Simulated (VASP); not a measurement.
Runs of VASP 6.6.1 on ZrSe2. The cell holds a slab with vacuum, 9 atoms: a = 3.745 Å, b = 3.745 Å, c = 33.480 Å, α = 90.00°, β = 90.00°, γ = 120.00°. 

```csv
task,level,potentials or basis,spin,cell,cutoff (eV),dipole correction,by perturbation theory,gap on the mesh (eV),relaxed volume (Å³/atom),largest force (eV/Å)
band structure,PBE+D3(BJ),"VASP PAW PBE potentials, release 64 (Se, Zr_sv)","SOC, no magnetisation","P-3m1, 45.17 Å³/atom",520,yes,-,-,-,0.01
relaxation of cell and atoms,PBE,"VASP PAW PBE potentials, release 64 (Se, Zr_sv)",off,relaxed,600,-,-,0.45,(b),-
relaxation of cell and atoms,PBE+D3(BJ),"VASP PAW PBE potentials, release 64 (Se, Zr_sv)",off,relaxed,600,-,-,0.25,45.18,0.01
band structure,r2SCAN,"VASP PAW PBE potentials, release 64 (Se, Zr_sv)",off,"P-3m1, 45.17 Å³/atom",520,yes,-,0.56,-,0.22
relaxation of cell and atoms,LDA,"VASP PAW LDA potentials, release 64 (Se, Zr_sv)",off,relaxed,600,-,-,(a),44.21,0.01
band structure,PBE+D3(BJ),"VASP PAW PBE potentials, release 64 (Se, Zr_sv)",off,"P-3m1, 45.17 Å³/atom",520,yes,-,0.25,-,0.01
```

Alike in all rows: k mesh 9 × 9 × 1; smearing gaussian 0.03 eV.

Task: Estimate the missing entries.

Result: (a) 0.11; (b) 46.54.

Caveats: without dispersion, layers of such crystals drift apart on relaxing, which shifts levels and gaps (some runs); volumes and pressures include the vacuum (some runs); the PAW data sets were made with another functional, which shifts forces and pressure a little (some runs).

A k mesh can miss the band edges, and rows without SOC leave out spin-orbit coupling on Se, Zr.
